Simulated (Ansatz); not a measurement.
# Stiffness of compounds in space group P-3m1

All numbers below come from DFT, PBEsol, all-electron LAPW, scalar-relativistic in Ansatz 0.2.0.

All compounds have space group P-3m1 with 3 atoms in the primitive cell. V0, B0 and B0′ come from third-order Birch–Murnaghan fits to pressures at five volumes, with shape and internal coordinates held; prototypes and MP cells needn't be known phases. No run is spin-polarised.

Spin–orbit coupling is left out, though it moves levels of the heavy atoms by tenths of an eV or more.

ZrS2: Zr 1a (0.000 0.000 0.000), S 2d (0.333 0.667 0.249); shape as in a = 3.63 Å, b = 3.63 Å, c = 5.85 Å, α = 90.00°, β = 90.00°, γ = 120.00°; COD 5910006, reported; 10×10×5 mesh, smearing 0.01 eV; no spin
MgI2: Mg 1a (0.000 0.000 0.000), I 2d (0.333 0.667 0.758); shape as in a = 4.15 Å, b = 4.15 Å, c = 6.86 Å, α = 90.00°, β = 90.00°, γ = 120.00°; COD 2013551, measured; 7×7×4 mesh, smearing 0.03 eV; no spin
SnS2: Sn 1a (0.000 0.000 0.000), S 2d (0.667 0.333 0.264); shape as in a = 3.60 Å, b = 3.60 Å, c = 5.49 Å, α = 90.00°, β = 90.00°, γ = 120.00°; COD 7038081, measured; 10×10×6 mesh, smearing 0.01 eV; no spin
TiSe2: Ti 1a (0.000 0.000 0.000), Se 2d (0.333 0.667 0.255); shape as in a = 3.54 Å, b = 3.54 Å, c = 6.00 Å, α = 90.00°, β = 90.00°, γ = 120.00°; COD 1548816, maybe computed; 12×12×6 mesh, smearing 0.03 eV; no spin

(1) Order the compounds by bulk modulus, lowest first.
A. TiSe2
B. SnS2
C. ZrS2
D. MgI2

Results:

(1) D (31 GPa), B (85 GPa), A (88 GPa), C (98 GPa).
